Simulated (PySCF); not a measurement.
Compound: C4H9N.
Z-matrix (Å and degrees, PBE0-D3(BJ)/def2-SVP geometry), rows numbered from 1:
```
C 
C   1  1.5437
C   2  1.5424  1  103.85
N   3  1.4530  2  106.70  1   -25.46
C   4  1.4545  3  103.95  2    37.96
H   1  1.1009  2  111.03  3   123.25
H   1  1.1007  2  112.43  3  -117.33
H   2  1.1016  1  110.71  3  -118.31
H   2  1.1005  1  112.83  3   122.11
H   3  1.1047  2  109.90  1    92.04
H   3  1.1003  2  113.62  1  -148.29
H   4  1.0190  3  108.90  2   -78.11
H   5  1.0999  1  113.61  2   142.12
H   5  1.1043  1  109.72  2   -98.51
```

Definitions: NICS(0) = −σiso at the ring centroid; NICS(1) = −σiso and NICS(1)zz = −σzz at ±1 Å along the ring normal z. Level: GIAO HF/pcSseg-2 (PySCF, non-relativistic, gas phase) on the PBE0-D3(BJ)/def2-SVP geometry, one conformer.

Ring bond lengths (Å): C1–C2 1.544, C2–C3 1.542, C3–N4 1.453, N4–C5 1.454, C5–C1 1.547.

Q: Give the NICS values of each ring in ppm.

A: 
```json
{"ring": "C1–C2–C3–N4–C5", "type": "5-membered ring with N; formal bonds all single", "NICS(0)": "-6.2", "NICS(1), two faces": "-3.6 / -3.7", "NICS(1)zz, two faces": "-6.2 / -6.8", "rms pucker (Å)": "0.16", "centre to ring atoms, mean (Å)": "1.27"}
```

Q: What do they say, and how far can they be read as aromaticity?

A: 
- C1–C2–C3–N4–C5: mean NICS(1)zz -6.5 ppm, shielded. C1, C2, C3, C5 have four or more neighbours, so the value isn't read as a sign of a π ring current.

Q: How shielded are the nuclei of the rings and their hydrogens (means over atoms taken as equivalent)?

A: 
```json
{"atoms": "C1 (×2)", "environment": "ring CH2 carbon", "σ isotropic (ppm)": "166.0"}
{"atoms": "C3 (×2)", "environment": "sp3 carbon bound to nitrogen", "σ isotropic (ppm)": "144.5"}
{"atoms": "N4", "environment": "secondary amine nitrogen", "σ isotropic (ppm)": "216.1"}
{"atoms": "H6 (×4)", "environment": "methylene hydrogen", "σ isotropic (ppm)": "30.28"}
{"atoms": "H10 (×4)", "environment": "methylene hydrogen", "σ isotropic (ppm)": "29.17"}
{"atoms": "H12", "environment": "N–H hydrogen", "σ isotropic (ppm)": "31.43"}
```

Q: How do the values depend on the level or the medium?

A: 
| level | NICS(0), C1–C2–C3–N4–C5 | mean NICS(1)zz, C1–C2–C3–N4–C5 |
| --- | --- | --- |
| HF/pcSseg-2, gas | -6.2 | -6.5 |
| PBE0/pcSseg-1, gas | -6.3 | -7.4 |
| B3LYP/pcSseg-1, gas | -6.0 | -7.1 |
| B97-D/pcSseg-1, gas | -5.8 | -7.2 |
| BLYP/pcSseg-1, gas | -5.7 | -7.2 |
| BP86/pcSseg-1, gas | -6.1 | -7.4 |
| HF/pcSseg-1, gas | -6.4 | -7.0 |
| KT2/pcSseg-1, gas | -6.4 | -8.2 |

The geometry is the same throughout.
